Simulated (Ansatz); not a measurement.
Runs of Ansatz 0.2.0 on SiNi. The structure is orthorhombic, space group Pmmn (No. 59). The conventional cell has a = 2.943 Å, b = 3.280 Å, c = 4.677 Å, α = 90.00°, β = 90.00°, γ = 90.00°. Ni (site symmetry mm2) is surrounded by 6 Si at 2.34 to 2.37 Å and 4 Ni at 2.65 Å. Around Si (site symmetry mm2) lie 6 Ni at 2.34 to 2.37 Å and 4 Si at 2.65 Å. The cell is a database's computed one.

```tsv
task	level	U	cell	k mesh	cutoff (eV)	hubbard projectors	double counting	atoms under strain	points for each segment of the path	gap on the mesh (eV)	pressure (GPa)	moment (μB)	relaxed volume (Å³/atom)
phonons	PBEsol	-	as given	8 × 7 × 5	420	-	-	-	-	none	-	0.00	-
relaxation of cell and atoms	LDA	-	relaxed	9 × 8 × 6	420	-	-	-	-	none	0.0	0.00	(a)
relaxation of cell and atoms	LDA+U	Ni d U = 8 eV	relaxed	9 × 8 × 6	420	ortho-atomic (the default)	fll (the default)	-	-	none	0.0	0.00	10.97
elastic constants	r2SCAN	-	as given	8 × 7 × 5	500	-	-	relaxed	-	none	0.2	0.00	-
relaxation of cell and atoms	r2SCAN+D3(BJ)	-	relaxed	9 × 8 × 6	500	-	-	-	-	none	0.0	0.00	(b)
relaxation of cell and atoms	BLYP	-	relaxed	9 × 8 × 6	420	-	-	-	-	none	0.0	0.00	12.47
band structure	PBEsol+U	Ni d U = 8 eV	as given	9 × 8 × 6	420	ortho-atomic (the default)	fll (the default)	-	14	none	-0.8	0.00	-
```

Alike in all rows: potentials or basis Ansatz PAW; spin collinear, ferromagnetic start; smearing fermi-dirac 0.05 eV.

Q: Estimate the missing entries.

A: (a) 11.04; (b) 11.12.

Caveats: the PAW data sets come from PBE, with cores solved anew for the run's functional, which leaves a small shift of forces and pressure; the starting moments weren't kept (some runs); the plane-wave basis is chosen anew once the cell has moved, so the energies of steps on either side of that aren't comparable (some runs); the magnetic or orbital state may not be the lowest (some runs); the U is typed as a test and isn't derived for this compound (some runs); elastic constants of metals need much finer meshes, so these are rough (some runs); pairwise dispersion overbinds metals, which lowers pressure and volume (some runs).

A gap of «none» marks a metal or a gap under the smearing width.

Runs at the PBE level aren't shown here.
